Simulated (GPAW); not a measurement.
# Pb (Fd-3m) in GPAW: convergence with smearing width (eV)

Aim: find how far smearing width (eV) must go before the results for Pb settle, at RPBE. This setting moves, with any that are tied to it; all else stays.

All numbers are computed with GPAW 26.7.0; they aren't measurements. Logs are shortened: lines on timing, memory, paths and dates and some standing lists are left out, and cuts for length are marked. The log counts tension as positive stress, the text compression.

## Step 1: Starting point

Symmetry: Fd-3m, No. 227, cubic system. The conventional cell has a = 6.878 Å, b = 6.878 Å, c = 6.878 Å, α = 90.00°, β = 90.00°, γ = 90.00°. Around Pb (site symmetry -43m) lie 4 Pb at 2.98 Å.

This isn't the form of Pb at room conditions, which is fcc.

## Step 2: With smearing width (eV) 0.5

File run.py:

```python
from ase import Atoms
from ase.dft.bandgap import bandgap
from ase.io import write
from ase.units import GPa
from gpaw import GPAW, PW

atoms = Atoms(['Pb', 'Pb'],
              cell=[[0.0, 3.4390000555, 3.4390000555],
                    [3.4390000555, 0.0, 3.4390000555],
                    [3.4390000555, 3.4390000555, 0.0]],
              scaled_positions=[[0.25, 0.25, 0.25],
                                [0.0, 0.0, 0.0]],
              pbc=True)

calc = GPAW(mode=PW(600),
            xc='RPBE',
            kpts={'size': (7, 7, 7), 'gamma': True},
            occupations={'name': 'fermi-dirac', 'width': 0.5},
            nbands=24,
            convergence={'density': 1e-05, 'energy': 1e-05},
            maxiter=100,
            txt='gpaw.txt')
atoms.calc = calc
energy = atoms.get_potential_energy()
forces = atoms.get_forces()
stress = atoms.get_stress()
calc.write('gs.gpw')
write('result.traj', atoms)
print(f'Energy: {energy:.6f} eV')
print('Forces (eV/A):')
print(forces.round(4))
print('Stress (GPa):', (stress / GPa).round(3))
print('Fermi level:', round(calc.get_fermi_level(), 4), 'eV')
print(f'Gap: {bandgap(calc)[0]:.4f} eV, direct: {bandgap(calc, direct=True)[0]:.4f} eV')
```

Potentials or basis: the program's PAW data sets (release 1.2.1) made for this functional, pw.

The run is started by

```console
$ OMP_NUM_THREADS=1 python run.py
```

gpaw.txt:

```text
__  _  _
 | _ |_)|_||  |
 |__||  | ||/\| - 26.7.0

Input parameters:
  mode=PW(ecut=600.0),
  convergence={'density': 1e-05, 'energy': 1e-05},
  kpts=MonkhorstPack(size=(7, 7, 7), gamma=True),
  maxiter=100,
  nbands=24,
  occupations=Occupations(name='fermi-dirac', width=0.5),
  xc=XC(name='RPBE')

Diagonalizing LCAO Hamiltonian
Converting LCAO to pw mode

             Pb

       Pb

Atoms  # Å, Bohr magnetons
|   | symbol |        x |        y |        z |    initial magnetic moments |
|---|--------|----------|----------|----------|-----------------------------|
| 0 |     Pb | 1.719500 | 1.719500 | 1.719500 | ( 0.0000,  0.0000,  0.0000) |
| 1 |     Pb | 0.000000 | 0.000000 | 0.000000 | ( 0.0000,  0.0000,  0.0000) |

Unit cell  # Å
| periodic |        x |        y |        z |  lengths |    angles |
|----------|----------|----------|----------|----------|-----------|
|      yes | 0.000000 | 3.439000 | 3.439000 | 4.863481 | 60.000000 |
|      yes | 3.439000 | 0.000000 | 3.439000 | 4.863481 | 60.000000 |
|      yes | 3.439000 | 3.439000 | 0.000000 | 4.863481 | 60.000000 |

Number of symmetries: 24
Symmetry operations  # r_c * U_cc + t_c -> r_c
|    | kind |            matrix            |
|----|------|------------------------------|
|  0 |  E   |  1, 0, 0,  0, 1, 0,  0, 0, 1 |
|  1 |  σ   |  1, 0, 0,  0, 0, 1,  0, 1, 0 |
|  2 |  σ   |  1, 0,-1,  0, 1,-1,  0, 0,-1 |
|  3 |  C3  |  1, 0,-1,  0, 0,-1,  0, 1,-1 |
|  4 |  C3  |  1,-1, 0,  0,-1, 1,  0,-1, 0 |
|  5 |  σ   |  1,-1, 0,  0,-1, 0,  0,-1, 1 |
|  6 |  σ   |  0, 1, 0,  1, 0, 0,  0, 0, 1 |
|  7 |  C3  |  0, 1, 0,  0, 0, 1,  1, 0, 0 |
|  8 |  C2  |  0, 1,-1,  1, 0,-1,  0, 0,-1 |
|  9 |  S4  |  0, 1,-1,  0, 0,-1,  1, 0,-1 |
| 10 |  C3  |  0, 0, 1,  1, 0, 0,  0, 1, 0 |
| 11 |  σ   |  0, 0, 1,  0, 1, 0,  1, 0, 0 |
| 12 |  S4  |  0, 0,-1,  1, 0,-1,  0, 1,-1 |
| 13 |  C3  |  0, 0,-1,  0, 1,-1,  1, 0,-1 |
| 14 |  S4  |  0,-1, 1,  1,-1, 0,  0,-1, 0 |
| 15 |  C2  |  0,-1, 1,  0,-1, 0,  1,-1, 0 |
| 16 |  C3  |  0,-1, 0,  1,-1, 0,  0,-1, 1 |
| 17 |  S4  |  0,-1, 0,  0,-1, 1,  1,-1, 0 |
| 18 |  S4  | -1, 1, 0, -1, 0, 1, -1, 0, 0 |
| 19 |  C3  | -1, 1, 0, -1, 0, 0, -1, 0, 1 |
| 20 |  C3  | -1, 0, 1, -1, 1, 0, -1, 0, 0 |
| 21 |  S4  | -1, 0, 1, -1, 0, 0, -1, 1, 0 |
| 22 |  σ   | -1, 0, 0, -1, 1, 0, -1, 0, 1 |
| 23 |  C2  | -1, 0, 0, -1, 0, 1, -1, 1, 0 |

BZ-sampling:
  Number of BZ points: 343
  Number of IBZ points: 20

  Monkhorst-Pack size: [7, 7, 7]
  Monkhorst-Pack shift: [0, 0, 0]

K-points  # in reciprocal-cell coordinates
|     |                                coordinates |     weight |
|-----|--------------------------------------------|------------|
|   0 | (  0.00000000,   0.00000000,   0.00000000) | 0.00291545 |
|   1 | (  0.14285714,   0.14285714,   0.00000000) | 0.01749271 |
|   2 | (  0.14285714,   0.14285714,   0.14285714) | 0.02332362 |
|   3 | (  0.28571429,   0.14285714,   0.14285714) | 0.03498542 |
|   4 | (  0.28571429,   0.28571429,   0.00000000) | 0.01749271 |
|   5 | (  0.28571429,   0.28571429,   0.14285714) | 0.06997085 |
|   6 | (  0.28571429,   0.28571429,   0.28571429) | 0.02332362 |
|   7 | (  0.42857143,  -0.28571429,  -0.28571429) | 0.03498542 |
|   8 | (  0.42857143,   0.28571429,  -0.42857143) | 0.13994169 |
|   9 | (  0.42857143,   0.28571429,  -0.28571429) | 0.06997085 |
| ... |                                            |            |
|  19 | (  0.42857143,   0.42857143,   0.42857143) | 0.02332362 |

Plane wave coefficients: 2734
Cutoff: 600.0 eV

Spin-components: 1 (collinear spins)
Bands:           24
Projectors:      12
Spin-degeneracy: 2
Datatype:        complex128

Parallelization:
  kpt:    1
  domain: 1
  band:   1

Density:
  Valence electrons: 28.0
  Components: 1
  Grid points: [28 28 28]
  Charge: 0.0  # |e|

Potential:
  Grid points: [28 28 28]

species:
  Pb:
    name:    Lead
    Z:       82.0
    valence: 14
    core:    68
    charge:  0.0  # [|e|]
    compensation charges:
      type: gauss
      rc: 0.38  # [Å]
      lmax: 2
    cutoffs:
      filter: 2.36  # [Å]
      core: 2.43  # [Å]
    projectors
    | kind |    occ | energy [eV] | rcut [Å] |
    |------|--------|-------------|----------|
    |   6s |  2.000 |     -11.900 |    1.259 |
    |   6p |  2.000 |      -3.434 |    1.275 |
    |   5d | 10.000 |     -21.207 |    1.217 |
    |    s |        |      15.312 |    1.259 |
    |    p |        |      23.777 |    1.275 |
    |    d |        |       6.004 |    1.217 |

    Using partial waves for Pb as LCAO basis

Reference energy: -1134580.049078  # eV

eigensolver:
  PPCG
  Converge bands: occupied
  niter=2

density mixing:
  MSR1-Mixer
  Pratt-step length: 0.05
  Maximum mixing coefficient: 0.75
  Old densities: 10
  SVD Regularization: 0.005
  Good broyden scale: 1.0
  Trust region scale: 1.0
  Backstep threshold: 4.0
  History deletion threshold: 6.0
  Fourier metric: weight=20.0, sigma=0.015

occupation numbers:
  Fermi-Dirac:
    width: 0.5000  # eV

poisson solver:
  ecut: 4800.0  # eV

xc functional:
  name: RPBE with 2 nearest neighbor stencil

convergence criteria:
- Maximum integral of absolute [dens]ity change: 1e-05 electrons / valence electron
- Maximum [total energy] change in last 3 cyles: 1e-05 eV / valence electron
- Maximum integral of absolute [eigenst]ate change: 4e-08 eV^2 / valence electron
maximum number of iterations: 100

SCF iterations
|iter     | |      energy | eigst |  dens |
|---------|-|-------------|-------|-------|
|iter:   1| |   -6.283810 | +0.02 |       |
|iter:   2| |   -6.294633 | -1.83 | -1.58 |
|iter:   3| |   -6.295723 | -2.35 | -1.61 |
|iter:   4| |   -6.305908 | -3.00 | -2.02 |
|iter:   5| |   -6.309439 | -3.73 | -2.43 |
|iter:   6| |   -6.309621 | -5.15 | -3.43 |
|iter:   7| |   -6.309633c| -6.02 | -4.03 |
|iter:   8| |   -6.309646c| -6.93 | -4.48 |
|iter:   9| |   -6.309650c| -7.82c| -5.12c|

Converged in 9 steps
Energy contributions relative to reference atoms: (reference = -1134580.049078)

Energy contributions:
  Kinetic:          21.194638
  Coulomb:         -19.993325
  Zero:              0.029914
  External:          0.000000
  Xc:               -7.119986
  Entropy:          -0.841783
  Spinorbit:         0.000000
  ----------------------------
  Free energy:      -6.730541
  Extrapolated:     -6.309650

dipole moment: (-33.227065, -33.227065, -33.227065)  # |e|*Ang

Fermi level: 4.707
Eigenvalues  # (at kpt = [0.000, 0.000, 0.000])
| band index |      eig [eV] | occ [0-2] |
|------------|---------------|-----------|
|          0 |       -12.529 |     2.000 |
|        ... |               |           |
|          4 |       -12.455 |     2.000 |
|          5 |       -12.024 |     2.000 |
|          6 |       -12.024 |     2.000 |
|          7 |       -12.024 |     2.000 |
|          8 |       -12.001 |     2.000 |
|          9 |       -12.001 |     2.000 |
[... 8 lines left out ...]
|         18 |         9.017 |     0.000 |
|         19 |        12.813 |     0.000 |
|        ... |               |           |
|         23 |        13.158 |     0.000 |

No gap
No difference between direct/indirect transitions

Forces  # eV/Ang
|        x |       y |        z |
|----------|---------|----------|
|  0.00000 | 0.00000 | -0.00000 |  # Pb   0
| -0.00000 | 0.00000 | -0.00000 |  # Pb   1

Stress tensor  # eV/Ang^3
|         x |         y |         z |
|-----------|-----------|-----------|
| -0.028444 | -0.000000 | -0.000000 |
| -0.000000 | -0.028444 |  0.000000 |
| -0.000000 |  0.000000 | -0.028444 |

# Writing to gs.gpw (mode='')
```

Wall time 11 s (1 thread of AMD EPYC 9R45 (Zen 5), shared host); peak memory 0.18 GiB.

What came out:

```yaml
Free_energy: -6.7305 eV
Pressure: 4.6 GPa
Band_gap_on_the_k_mesh: none (metal or under the smearing width)
```

## Step 3: With smearing width (eV) 0.3

Changes to run.py since step 2:

```diff
@@ -17,3 +17,3 @@
             kpts={'size': (7, 7, 7), 'gamma': True},
-            occupations={'name': 'fermi-dirac', 'width': 0.5},
+            occupations={'name': 'fermi-dirac', 'width': 0.3},
             nbands=24,
```

Potentials or basis: the program's PAW data sets (release 1.2.1) made for this functional, pw.

The run is started by

```console
$ OMP_NUM_THREADS=1 python run.py
```

Wall time 11 s (1 thread of AMD EPYC 9R45 (Zen 5), shared host); peak memory 0.18 GiB.

What came out:

```yaml
Free_energy: -6.4830 eV
Pressure: 3.7 GPa
Band_gap_on_the_k_mesh: none (metal or under the smearing width)
```

## Step 4: With smearing width (eV) 0.2

Changes to run.py since step 3:

```diff
@@ -17,3 +17,3 @@
             kpts={'size': (7, 7, 7), 'gamma': True},
-            occupations={'name': 'fermi-dirac', 'width': 0.3},
+            occupations={'name': 'fermi-dirac', 'width': 0.2},
             nbands=24,
```

The run is started by

```console
$ OMP_NUM_THREADS=1 python run.py
```

It took 11 s on 1 thread of AMD EPYC 9R45 (Zen 5), shared host; peak memory 0.18 GiB.

The run converged. Its results:

```
Free energy            : -6.4227 eV
Pressure               : 3.4 GPa
Band gap on the k mesh : none (metal or under the smearing width)
```

## Step 5: With smearing width (eV) 0.15

Changes to run.py since step 4:

```diff
@@ -17,3 +17,3 @@
             kpts={'size': (7, 7, 7), 'gamma': True},
-            occupations={'name': 'fermi-dirac', 'width': 0.2},
+            occupations={'name': 'fermi-dirac', 'width': 0.15},
             nbands=24,
```

The run is started by

```console
$ OMP_NUM_THREADS=1 python run.py
```

Wall time 11 s (1 thread of AMD EPYC 9R45 (Zen 5), shared host); peak memory 0.18 GiB.

Results (log left out):

```
Free energy            : -6.4055 eV
Pressure               : 3.3 GPa
Band gap on the k mesh : none (metal or under the smearing width)
```

## Step 6: With smearing width (eV) 0.1

Changes to run.py since step 5:

```diff
@@ -17,3 +17,3 @@
             kpts={'size': (7, 7, 7), 'gamma': True},
-            occupations={'name': 'fermi-dirac', 'width': 0.15},
+            occupations={'name': 'fermi-dirac', 'width': 0.1},
             nbands=24,
```

Potentials or basis: the program's PAW data sets (release 1.2.1) made for this functional, pw.

The run is started by

```console
$ OMP_NUM_THREADS=1 python run.py
```

Wall time 11 s (1 thread of AMD EPYC 9R45 (Zen 5), shared host); peak memory 0.18 GiB.

The run converged. Its results:

```
Free energy            : -6.3948 eV
Pressure               : 3.3 GPa
Band gap on the k mesh : none (metal or under the smearing width)
```

## Step 7: With smearing width (eV) 0.05

Changes to run.py since step 6:

```diff
@@ -17,3 +17,3 @@
             kpts={'size': (7, 7, 7), 'gamma': True},
-            occupations={'name': 'fermi-dirac', 'width': 0.1},
+            occupations={'name': 'fermi-dirac', 'width': 0.05},
             nbands=24,
```

The run is started by

```console
$ OMP_NUM_THREADS=1 python run.py
```

It took 11 s on 1 thread of AMD EPYC 9R45 (Zen 5), shared host; peak memory 0.18 GiB.

The run converged. Its results:

```yaml
Free_energy: -6.3878 eV
Pressure: 3.3 GPa
Band_gap_on_the_k_mesh: none (metal or under the smearing width)
```

## Step 8: With smearing width (eV) 0.025

Changes to run.py since step 7:

```diff
@@ -17,3 +17,3 @@
             kpts={'size': (7, 7, 7), 'gamma': True},
-            occupations={'name': 'fermi-dirac', 'width': 0.05},
+            occupations={'name': 'fermi-dirac', 'width': 0.025},
             nbands=24,
```

The run is started by

```console
$ OMP_NUM_THREADS=1 python run.py
```

Run time: 11 s. Hardware: 1 thread of AMD EPYC 9R45 (Zen 5), shared host; peak memory 0.18 GiB.

The run converged. Its results:

```yaml
Free_energy: -6.3852 eV
Pressure: 3.3 GPa
Band_gap_on_the_k_mesh: none (metal or under the smearing width)
```

## Step 9: With smearing width (eV) 0.01

Changes to run.py since step 8:

```diff
@@ -17,3 +17,3 @@
             kpts={'size': (7, 7, 7), 'gamma': True},
-            occupations={'name': 'fermi-dirac', 'width': 0.025},
+            occupations={'name': 'fermi-dirac', 'width': 0.01},
             nbands=24,
```

Potentials or basis: the program's PAW data sets (release 1.2.1) made for this functional, pw.

The run is started by

```console
$ OMP_NUM_THREADS=1 python run.py
```

Wall time 11 s (1 thread of AMD EPYC 9R45 (Zen 5), shared host); peak memory 0.18 GiB.

It converged, with:

| Property | Result |
| --- | --- |
| Free energy | -6.3844 eV |
| Pressure | 3.3 GPa |
| Band gap on the k mesh | none (metal or under the smearing width) |

## Step 10: Summary

| smearing width (eV) | energy less the tightest run, at zero smearing (meV/atom) | pressure (GPa) | SCF cycles | CPU time (s) | peak memory (GiB) |
| --- | --- | --- | --- | --- | --- |
| 0.5 | 37.29 | 4.56 | 9 | 11 | 0.18 |
| 0.3 | 10.66 | 3.69 | 9 | 11 | 0.18 |
| 0.2 | 1.79 | 3.43 | 9 | 11 | 0.18 |
| 0.15 | -0.46 | 3.35 | 9 | 11 | 0.18 |
| 0.1 | -1.06 | 3.30 | 9 | 11 | 0.18 |
| 0.05 | -0.29 | 3.29 | 9 | 11 | 0.18 |
| 0.025 | -0.03 | 3.29 | 9 | 11 | 0.18 |
| 0.01 | 0.00 | 3.28 | 9 | 11 | 0.18 |

Against the tightest run, the energy stays within 1 meV/atom from 0.05 on; the pressure stays within 0.1 GPa from 0.15 on. Narrower smearing needs a denser k mesh, so at a fixed mesh the narrowest width isn't the most accurate. The tightest run that finished is the yardstick and may itself not be fully converged.
